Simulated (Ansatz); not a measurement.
# HfO$_{2}$: how the free axis answers a strain

HfO$_{2}$, P4_2/nmc, a = 3.577 Å, c = 5.203 Å. This isn't the usual stable structure of the compound. Ansatz: r2SCAN, PAW, 500 eV, Γ-centred 6×6×6 mesh on 6 atoms, Gaussian smearing 0.02 eV; no spin polarisation. Series: biaxial strain in the a-b plane, c and atoms relaxed; x is the strain in per cent. y is the change of c in per cent of 5.203 Å.

| x (%) | y (%) |
| --- | --- |
| -4.5 | ? |
| -3.0 | 1.65 |
| -1.5 | 0.74 |
| 0.0 | 0.00 |
| 1.5 | -0.61 |
| 3.0 | -1.13 |
| 4.5 | -1.50 |

Question: Fit y = c1 x + c2 x² to the other rows, say what c1 measures, and predict the missing y.

Answer: Least squares on the rows shown. y = −0.4612 x + 0.02856 x². With no stress along c, c1 = −2C13/C33 = -0.461. At x = -4.5 the fit asked for gives 2.65 %. The run gave 2.76 %, so the fit is 0.11 % too low, 2.6 % of the span of the series, against an rms of 0.01 % on the fitted rows. The row lies outside the fitted range. With a term in x³ added, a fit to the same known rows predicts 2.69 %, which recovers part of the miss; the known rows don't hold the rest.

Spin–orbit coupling is left out, which can shift energies with elements as heavy as these.